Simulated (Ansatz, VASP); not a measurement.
One calculation of Tl, two programs

```
Tl
1.0
     0.00000    2.42509    2.42509
     2.42509    0.00000    2.42509
     2.42509    2.42509    0.00000
Tl
1
Direct
  0.00000 0.00000 0.00000
```

Alike in both runs: functional PBEsol; k mesh 8 × 8 × 8; occupations gaussian, width 0.1 eV; no spin polarisation.

Ansatz relaxed the structure, and its values are those at the end. VASP's run is a single point on that final structure, the one shown.

```csv
,VASP,Ansatz
version,VASP 6.6.1,Ansatz 0.2.0
potentials or method,"VASP PAW PBE potentials, release 64 (Tl_d)","scalar-relativistic, plane waves, PAW"
plane-wave cutoff (eV),520,420
valence electrons in the cell,13,13
```

```csv
,VASP,Ansatz,Ansatz less VASP
gap on the k mesh at the Fermi level (eV),none,none,-
pressure (GPa),-0.1,-0.1,+0.07
```

A gap of «none» marks a metal or a gap that the smearing closes. With one functional, cell and mesh, what is left measures potentials, basis and numerics.

Caveats: the PAW data sets were made with another functional, which shifts forces and pressure a little (VASP). The runs have no spin-orbit coupling, so splittings on Tl are missing.
